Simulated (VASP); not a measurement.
# AlN (P6_3mc) in VASP: further runs, part 2 of 2

VASP 6.6.1. Earlier steps stand in the parts before.

### Step 3. Relaxation of cell and atoms, PBEsol

Input file INCAR:

```
PREC = Accurate
ENCUT = 580
EDIFF = 1E-7
ISMEAR = 0
SIGMA = 0.02
LREAL = False
LASPH = True
NELM = 80
ALGO = Normal
ISIF = 3
LWAVE = False
LCHARG = False
GGA = PS
IBRION = 2
NSW = 90
EDIFFG = -0.005
```

Input file KPOINTS:

```
Automatic mesh
0
Gamma
  9 9 6
```

Input file POSCAR:

```
AlN
1.0
    3.1285881400      0.0000000000      0.0000000000
   -1.5642940700      2.7094368000      0.0000000000
    0.0000000000      0.0000000000      5.0169550000
Al N
2 2
Direct
    0.6666666700      0.3333333300      0.4992870000
    0.3333333300      0.6666666700      0.9992870000
    0.6666666700      0.3333333300      0.8807130000
    0.3333333300      0.6666666700      0.3807130000
```

Potentials or basis: VASP PAW PBE potentials, release 64 (Al, N).

Command:

```console
cat potpaw_PBE.64/Al/POTCAR potpaw_PBE.64/N/POTCAR > POTCAR
mpirun -np 1 vasp_std > vasp.out
```

OUTCAR:

```text
PREC = Accurate
   ENCUT = 580
   EDIFF = 1E-7
   ISMEAR = 0
   LREAL = False
   LASPH = True
   NELM = 80
   ISIF = 3
   GGA = PS
   IBRION = 2
   NSW = 90
   EDIFFG = -0.005

 ion  position               nearest neighbor table
   1  0.667  0.333  0.499-   4 1.90   4 1.90   4 1.90   3 1.91   2 3.09   2 3.09   2 3.09   2 3.09
                             2 3.09   2 3.09
   2  0.333  0.667  0.999-   3 1.90   3 1.90   3 1.90   4 1.91   1 3.09   1 3.09   1 3.09   1 3.09
                             1 3.09   1 3.09
   3  0.667  0.333  0.881-   2 1.90   2 1.90   2 1.90   1 1.91
   4  0.333  0.667  0.381-   1 1.90   1 1.90   1 1.90   2 1.91

  LATTYP: Found a hexagonal cell.
 ALAT       =     3.1285881400
 C/A-ratio  =     1.6035843567

  Lattice vectors:

 A1 = (   3.1285881400,   0.0000000000,   0.0000000000)
 A2 = (  -1.5642940700,   2.7094368000,   0.0000000000)
 A3 = (   0.0000000000,   0.0000000000,   5.0169550000)

Analysis of symmetry for initial positions (statically):
=====================================================================
 Subroutine PRICEL returns:
 Original cell was already a primitive cell.

 Routine SETGRP: Setting up the symmetry group for a
 hexagonal supercell.

 Subroutine GETGRP returns: Found 12 space group operations
 (whereof  6 operations were pure point group operations)
 out of a pool of 24 trial point group operations.

The static configuration has the point symmetry C_3v.
[... 396 lines left out ...]
--------------------------------------- Ionic step        7  -------------------------------------------

 number of electron      15.9999999 magnetization

 Free energy of the ion-electron system (eV)
  ---------------------------------------------------
  ext. energy  EPLUGINS =         0.00000000
  ---------------------------------------------------
  free energy    TOTEN  =       -31.31504792 eV

  energy without entropy =      -31.31504792  energy(sigma->0) =      -31.31504792

 E-fermi :   6.1993     XC(G=0): -11.1022

 val. band max:        6.0569241209   @ k =   0.0000   0.0000   0.0000
 cond. band min:      10.1734750409   @ k =   0.0000   0.0000   0.0000
 fundamental gap:      4.1165509200
 Fermi energy:         6.1993141497

 k-point     1 :       0.0000    0.0000    0.0000
  band No.  band energies     occupation
      1      -9.1094      2.00000
      2      -6.9277      2.00000
      3       0.0035      2.00000
      4       5.1777      2.00000
      5       5.1777      2.00000
      6       5.8322      2.00000
      7       5.8322      2.00000
      8       6.0569      2.00000
      9      10.1735      0.00000
     10      12.6082      0.00000
     11      16.5536      0.00000
     12      17.0789      0.00000
[... 331 lines left out ...]
 k-point    24 :       0.3333    0.3333    0.1667
  band No.  band energies     occupation
      1      -6.5620      2.00000
      2      -6.5620      2.00000
      3       1.2856      2.00000
      4       1.8464      2.00000
      5       1.8464      2.00000
      6       3.3253      2.00000
      7       4.1616      2.00000
      8       4.1616      2.00000
      9      11.3514      0.00000
     10      14.2198      0.00000
     11      15.0577      0.00000
     12      15.0577      0.00000

 [... further k-points ...]
[... 5 lines left out ...]
  --------------------------------------------------------------------------------------
  -------------------------------------------------------------------------------------
  Total       -0.0003915     -0.0003915     -0.0000460      0.0000000      0.0000000      0.0000000
  in kB       -0.0149997     -0.0149997     -0.0017628      0.0000000      0.0000000      0.0000000
  external PRESSURE =      -0.0105874 kB  Pullay stress =       0.0000000 kB
[... 19 lines left out ...]
  FREE ENERGIE OF THE ION-ELECTRON SYSTEM (eV)
  ---------------------------------------------------
  free  energy   TOTEN  =       -31.3150479227 eV

  energy  without entropy=      -31.3150479227  energy(sigma->0) =      -31.31504792

 reached required accuracy - stopping structural energy minimisation
```

It took 52 s on 1 thread of AMD EPYC 9R45 (Zen 5), shared host; peak memory 0.16 GiB.

What came out:

| Quantity | Value |
| --- | --- |
| Free energy | -31.3150 eV |
| Relaxed volume | 10.45 Å³/atom |
| Relaxed cell | a = 3.113 Å, b = 3.113 Å, c = 4.982 Å, α = 90.00°, β = 90.00°, γ = 120.00° |
| Space group after relaxing (to 0.05 Å) | P6_3mc (No. 186) |
| Energy gained by relaxing | 1.8 meV/atom |
| Ionic steps | 7 |
| Pressure after relaxing | 0.0 GPa |
| Band gap on the k mesh | 4.12 eV, direct |

The path:
```
step  energy change (eV)  largest force (eV/Å)  pressure (GPa)  volume (Å³)
   1              0.0000                0.0063           -3.26        42.53
   2             -0.0015                0.0172            3.07        41.21
   3             -0.0073                0.0117            0.01        41.82
   4             -0.0074                0.0099            0.00        41.82
   5             -0.0074                0.0083            0.00        41.82
   6             -0.0074                0.0073            0.00        41.82
   7             -0.0074                0.0003            0.00        41.82
```

Final structure:
```
Al N
1.0
     3.11316    0.00000    0.00000
    -1.55658    2.69608    0.00000
     0.00000    0.00000    4.98237
Al N
2 2
Direct
  0.66667 0.33333 0.49900
  0.33333 0.66667 0.99900
  0.66667 0.33333 0.88100
  0.33333 0.66667 0.38100
```

Caveat: the PAW data sets were made with another functional, which shifts forces and pressure a little; an odd mesh through Γ misses points on the zone boundary, where band edges often lie. Expect the measured gap to be larger: semilocal functionals such as PBEsol lack the derivative discontinuity.

### Step 4. Relaxation of cell and atoms, PBEsol

INCAR: that of step 3 with these lines changed.

```diff
@@ -1,3 +1,3 @@
 PREC = Accurate
-ENCUT = 580
+ENCUT = 480
 EDIFF = 1E-7
```

KPOINTS is that of step 3.

POSCAR is that of step 3.

Potentials or basis: VASP PAW PBE potentials, release 64 (Al, N_s).

Command:

```console
cat potpaw_PBE.64/Al/POTCAR potpaw_PBE.64/N_s/POTCAR > POTCAR
mpirun -np 1 vasp_std > vasp.out
```

It took 38 s on 1 thread of AMD EPYC 9R45 (Zen 5), shared host; peak memory 0.13 GiB.

It converged, with:

```
Free energy                            : -31.3234 eV
Relaxed volume                         : 10.46 Å³/atom
Relaxed cell                           : a = 3.114 Å, b = 3.114 Å, c = 4.983 Å, α = 90.00°, β = 90.00°, γ = 120.00°
Space group after relaxing (to 0.05 Å) : P6_3mc (No. 186)
Energy gained by relaxing              : 1.8 meV/atom
Ionic steps                            : 7
Pressure after relaxing                : 0.0 GPa
Band gap on the k mesh                 : 4.12 eV, direct
```

The path:
```csv
step,energy change (eV),largest force (eV/Å),pressure (GPa),volume (Å³)
1,0.0000,0.0066,-3.20,42.53
2,-0.0013,0.0173,3.04,41.23
3,-0.0070,0.0119,0.01,41.84
4,-0.0070,0.0100,0.00,41.84
5,-0.0071,0.0082,0.00,41.84
6,-0.0071,0.0073,0.00,41.83
7,-0.0071,0.0000,0.00,41.84
```

Final structure:
```yaml
crystal:
  lattice:
    - [3.11359, 0.00000, 0.00000]
    - [-1.55680, 2.69645, 0.00000]
    - [0.00000, 0.00000, 4.98303]
  atoms:
    - { symbol: Al, position: [0.66667, 0.33333, 0.49900] }
    - { symbol: Al, position: [0.33333, 0.66667, 0.99900] }
    - { symbol: N, position: [0.66667, 0.33333, 0.88100] }
    - { symbol: N, position: [0.33333, 0.66667, 0.38100] }
```

Levels at points of the mesh, in eV from the valence-band top:
```tsv
k point	band 6	band 7	band 8	band 9	band 10	band 11
(0.00, 0.00, 0.00)	-0.23	-0.23	0.00	4.12	6.56	10.49
(0.00, 0.00, 0.50)	-0.56	-0.56	-0.56	6.37	6.37	10.20
```

Caveat: the PAW data sets were made with another functional, which shifts forces and pressure a little; an odd mesh through Γ misses points on the zone boundary, where band edges often lie. As with any semilocal functional, this PBEsol gap is likely too small.

### Step 5. Relaxation of cell and atoms, RPBE

INCAR: that of step 4 with these lines changed.

```diff
@@ -1,3 +1,3 @@
 PREC = Accurate
-ENCUT = 480
+ENCUT = 600
 EDIFF = 1E-7
@@ -12,3 +12,3 @@
 LCHARG = False
-GGA = PS
+GGA = RP
 IBRION = 2
```

KPOINTS is that of step 4.

POSCAR is that of step 4.

Potentials or basis: VASP PAW PBE potentials, release 64 (Al, N).

Command:

```console
cat potpaw_PBE.64/Al/POTCAR potpaw_PBE.64/N/POTCAR > POTCAR
mpirun -np 1 vasp_std > vasp.out
```

It took 34 s on 1 thread of AMD EPYC 9R45 (Zen 5), shared host; peak memory 0.16 GiB.

It converged, with:

- Free energy: -28.3533 eV
- Relaxed volume: 10.80 Å³/atom
- Relaxed cell: a = 3.145 Å, b = 3.145 Å, c = 5.042 Å, α = 90.00°, β = 90.00°, γ = 120.00°
- Space group after relaxing (to 0.05 Å): P6_3mc (No. 186)
- Energy gained by relaxing: 1.6 meV/atom
- Ionic steps: 3
- Pressure after relaxing: 0.0 GPa
- Band gap on the k mesh: 3.97 eV, direct

Stress tensor (GPa, compression positive):
```
-0.03  0.00  0.00
 0.00 -0.03  0.00
 0.00  0.00  0.06
```

Step by step:
| step | energy change (eV) | largest force (eV/Å) | pressure (GPa) | volume (Å³) |
| --- | --- | --- | --- | --- |
| 1 | 0.0000 | 0.0090 | 3.05 | 42.53 |
| 2 | -0.0018 | 0.0060 | -2.43 | 43.78 |
| 3 | -0.0063 | 0.0009 | 0.00 | 43.20 |

Final structure:
```
CELL_PARAMETERS angstrom
3.14533 0.00000 0.00000
-1.57266 2.72393 0.00000
0.00000 0.00000 5.04239
ATOMIC_POSITIONS crystal
Al 0.66667 0.33333 0.49924
Al 0.33333 0.66667 0.99924
N 0.66667 0.33333 0.88076
N 0.33333 0.66667 0.38076
```

Levels at points of the mesh, in eV from the valence-band top:
```
           k point  band 5  band 6  band 7  band 8  band 9  band 10  band 11  band 12
(0.00, 0.00, 0.00)   -0.84   -0.20   -0.20    0.00    3.97     6.48    10.43    11.01
(0.00, 0.00, 0.50)   -0.53   -0.53   -0.53   -0.53    6.25     6.25    10.15    10.15
```

Caveat: the PAW data sets were made with another functional, which shifts forces and pressure a little. RPBE gaps usually lie below the measured ones, often by a third to a half.

### Step 6. The runs side by side

| task | level | potentials or basis | cell | cutoff (eV) | gap on the mesh (eV) | pressure (GPa) | relaxed volume (Å³/atom) |
| --- | --- | --- | --- | --- | --- | --- | --- |
| single point | PBEsol | VASP PAW PBE potentials, release 64 (Al, N) | as given | 520 | 3.98 | -3.2 | - |
| relaxation of cell and atoms | PBEsol | VASP PAW PBE potentials, release 64 (Al, N) | relaxed | 580 | 4.12 | 0.0 | 10.45 |
| relaxation of cell and atoms | PBEsol | VASP PAW PBE potentials, release 64 (Al, N_s) | relaxed | 480 | 4.12 | 0.0 | 10.46 |
| relaxation of cell and atoms | RPBE | VASP PAW PBE potentials, release 64 (Al, N) | relaxed | 600 | 3.97 | 0.0 | 10.80 |

Alike in all rows: no spin polarisation; k mesh 9 × 9 × 6; smearing gaussian 0.02 eV.

Caveats: the PAW data sets were made with another functional, which shifts forces and pressure a little; an odd mesh through Γ misses points on the zone boundary, where band edges often lie (some runs).

Absolute energies hang on the potentials; compare differences alone.

### Step 7. How close it comes

Step 2. Against the measured gap of AlN, 6.0343 eV (an exciton energy, a little under the gap; 0 K; quoted in “Structural and optical properties of self-assembled AlN nanowires grown on SiO2/Si substrates by molecular beam epitaxy”, 2024, arxiv:2402.00216), the calculated 3.98 eV is off by -2.05 eV. 2 values of this kind are on record (6.034 to 6.0343 eV); this one was drawn at random. The value is that of PBEsol, without temperature or zero-point motion. Semilocal functionals fall short of measured gaps as a rule. The cell is a database's relaxed one, not the measured one, which moves gaps too.
